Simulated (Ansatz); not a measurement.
**Sb: changing the functional**

```cif
data_structure
_symmetry_space_group_name_H-M 'P 1'
_symmetry_Int_Tables_number 1
_cell_length_a 6.0485
_cell_length_b 6.0485
_cell_length_c 6.0485
_cell_angle_alpha 96.439
_cell_angle_beta 96.439
_cell_angle_gamma 140.870
_cell_volume 131.58
loop_
_atom_site_label
_atom_site_type_symbol
_atom_site_fract_x
_atom_site_fract_y
_atom_site_fract_z
_atom_site_occupancy
Sb1 Sb 0.65126 0.15126 0.80253 1
Sb2 Sb 0.15126 0.34874 0.50000 1
Sb3 Sb 0.34874 0.84874 0.19747 1
Sb4 Sb 0.84874 0.65126 0.50000 1
```

This isn't the form of Sb at room conditions, which is rhombohedral.

Kept alike: task band structure; k mesh 7 × 7 × 7; occupations fermi-dirac, width 0.05 eV; no spin polarisation. Program: Ansatz, Ansatz PAW. Cutoffs run from 420 to 500 eV. The mesh is that of the run's cell of 4 atoms. No spin-orbit coupling.

```csv
functional,pressure (GPa)
LDA,-1.79
PBEsol,-0.74
r2SCAN,0.68
```

Pressure is positive in compression, with a Pulay correction for the finite cutoff. For a metal such a mesh leaves the last digits unconverged. All rows use potentials made for PBE.

Task: What does the functional change here?

Result: The pressure runs from -1.79 (LDA) to 0.68 GPa (r2SCAN). A positive pressure means that the functional's own cell is larger than the one given, a negative one that it is smaller.
